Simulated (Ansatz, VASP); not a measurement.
**One calculation of MgS, two programs**

```xyz
2
Lattice="2.5254 2.5254 0.0000 -2.5254 2.5254 0.0000 0.0000 2.5254 2.5254" Properties=species:S:1:pos:R:3 pbc="T T T"
Mg    0.0000    0.0000    0.0000
S     0.0000    2.5254    0.0000
```

Alike in both runs: functional PBEsol; k mesh 8 × 8 × 8; no spin polarisation.

Ansatz relaxed the structure, and its values are those at the end. VASP's run is a single point on that final structure, the one shown.

```csv
,VASP,Ansatz
version,VASP 6.6.1,Ansatz 0.2.0
potentials or method,"VASP PAW PBE potentials, release 64 (Mg, S)","PAW with Ansatz's default frozen-core files, scalar-relativistic"
plane-wave cutoff (eV),520,420
occupations,"gaussian, width 0.01 eV",fixed
valence electrons in the cell,8,16
```

Ansatz gave:

* gap on the k mesh at the Fermi level (eV): 2.87
* pressure (GPa): 7.0

Problem. Estimate VASP's values.

Solution. gap on the k mesh at the Fermi level (eV): 2.88; pressure (GPa): 6.9.

The two sets of potentials don't hold the same shells in valence.

Caveats: the PAW data sets were made with another functional, which shifts forces and pressure a little (VASP). A k mesh can miss the band edges.
